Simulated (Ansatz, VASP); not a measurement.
**InSe in VASP and in Ansatz**

```
CELL_PARAMETERS angstrom
2.00000 1.15470 8.44000
-2.00000 1.15470 8.44000
0.00000 -2.30940 8.44000
ATOMIC_POSITIONS crystal
In 0.88860 0.88860 0.88860
In 0.00000 0.00000 0.00000
Se 0.17190 0.17190 0.17190
Se 0.38350 0.38350 0.38350
```

Alike in both runs: task single point; functional PBE; k mesh 8 × 8 × 8; occupations fermi-dirac, width 0.05 eV; no spin polarisation.

|  | VASP | Ansatz |
| --- | --- | --- |
| version | VASP 6.6.1 | Ansatz 0.2.0 |
| potentials or method | VASP PAW PBE potentials, release 64 (In_d, Se) | Ansatz PAW |
| plane-wave cutoff (eV) | 520 | 420 |
| valence electrons in the cell | 38 | 58 |

Ansatz gave:

- gap on the k mesh at the Fermi level (eV): 0.44
- least direct gap on the mesh (eV): 0.44
- pressure (GPa): 2.7
- largest component of the traceless stress (GPa): 0.80
- rms of the force components (eV/Å): 0.178

**Question.** Estimate VASP's values.

**Answer.** gap on the k mesh at the Fermi level (eV): 0.43; least direct gap on the mesh (eV): 0.43; pressure (GPa): 2.8; largest component of the traceless stress (GPa): 0.80; rms of the force components (eV/Å): 0.187.

Atom by atom the forces differ by 0.009 eV/Å (rms over components). The functional is the same, so the differences come from potentials, cutoffs and numerics. The two sets of potentials don't hold the same shells in valence.

Caveats: spin-orbit coupling is left out, which moves the levels of the heavy elements. As with any semilocal functional, this PBE gap is likely too small. A k mesh can miss the band edges.
